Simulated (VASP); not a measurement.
Crystal: C.

```
C
1.0
     2.52210    0.00000    0.00000
    -1.26105    2.18420    0.00000
     0.00000    0.00000    8.23710
C
8
Cartesian
  1.2611 0.7281 6.9501
  0.0000 1.4561 2.8315
  1.2611 0.7281 5.4056
  0.0000 1.4561 1.2870
  0.0000 0.0000 7.4649
  0.0000 0.0000 3.3463
  0.0000 0.0000 4.8908
  0.0000 0.0000 0.7722
```

This is a hexagonal form of diamond, not graphite.

```yaml
Program: VASP 6.6.1
Task: relaxation of cell and atoms
Functional: PBEsol
Dispersion: D3(BJ)
Potentials_or_basis: VASP PAW PBE potentials, release 64 (C)
Cutoff: 600 eV
k_mesh: 12 × 12 × 4
Occupations: fermi-dirac, width 0.05 eV
Spin: no spin polarisation
```

At the start: pressure -7.6 GPa; volume 5.67 Å³/atom.

Where does the relaxation end?

Over 8 steps the energy falls by 4.9 meV/atom and the volume is 5.57 Å³/atom (-1.7 %); space group P6_3/mmc (No. 194, to 0.05 Å).

The path:
| step | energy change (eV) | largest force (eV/Å) | pressure (GPa) | volume (Å³) |
| --- | --- | --- | --- | --- |
| 1 | 0.0000 | 0.3298 | -7.63 | 45.38 |
| 2 | 0.0287 | 0.5609 | 10.75 | 43.62 |
| 3 | -0.0386 | 0.0639 | -0.21 | 44.61 |
| 4 | -0.0386 | 0.0723 | -0.06 | 44.60 |
| 5 | -0.0385 | 0.0848 | 0.38 | 44.55 |
| 6 | -0.0388 | 0.0164 | 0.14 | 44.58 |
| 7 | -0.0388 | 0.0236 | -0.11 | 44.60 |
| 8 | -0.0388 | 0.0016 | 0.02 | 44.59 |

Final structure:
```
C
1.0
     2.49905    0.00000    0.00000
    -1.24953    2.16424    0.00000
     0.00000    0.00000    8.24387
C
8
Direct
  0.66667 0.33333 0.84443
  0.33333 0.66667 0.34443
  0.66667 0.33333 0.65557
  0.33333 0.66667 0.15557
  0.00000 0.00000 0.90704
  0.00000 0.00000 0.40704
  0.00000 0.00000 0.59296
  0.00000 0.00000 0.09296
```

Caveat: the PAW data sets were made with another functional, which shifts forces and pressure a little.
